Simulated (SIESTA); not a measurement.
The system is CuO (Tenorite).

```xyz
4
Lattice="2.3418 -1.7113 0.0000 2.3418 1.7113 0.0000 -0.8500 0.0000 5.0579" Properties=species:S:1:pos:R:3 pbc="T T T"
Cu    0.7459   -0.8557    2.5289
Cu    1.1709    0.8557    0.0000
O     1.7043    0.2793    3.7934
O     2.1293   -0.2793    1.2645
```

Base run:

| Item | Value |
| --- | --- |
| Program | SIESTA 5.4.2 |
| Functional | PBE |
| Potentials or basis | PseudoDojo 0.4 standard (PBE files) |
| Basis | SZ (energy shift 0.01 Ry) |
| Grid cutoff | 800 Ry |
| Energy shift | 0.01 Ry |
| k mesh | 10 × 10 × 5 |
| Occupations | fermi-dirac, width 0.05 eV |
| Spin | no spin polarisation |

Its results: band gap on the k mesh none (metal or under the smearing width); pressure 0.5 GPa; largest force 0.163 eV/Å.

The run is repeated on the same cell with these changes: basis from SZ (energy shift 0.01 Ry) to TZDP (energy shift 0.01 Ry). What comes out?

Band gap on the k mesh none (metal or under the smearing width); pressure 4.7 GPa; largest force 0.129 eV/Å.

Caveats: the basis of atomic orbitals isn't converged, which shifts pressures, moduli and gaps; the run has no spin polarisation, though such a crystal can be magnetic; semilocal functionals often make such compounds metallic where correlation or magnetic order opens a gap, which also shifts bond lengths; the basis has no polarisation orbitals (some runs); short orbitals over semicore shells can move pressures by several GPa (some runs); semicore shells carry a single zeta, which can move pressures by several GPa and volumes by a few percent (some runs).

Not every run made on this cell is shown here.
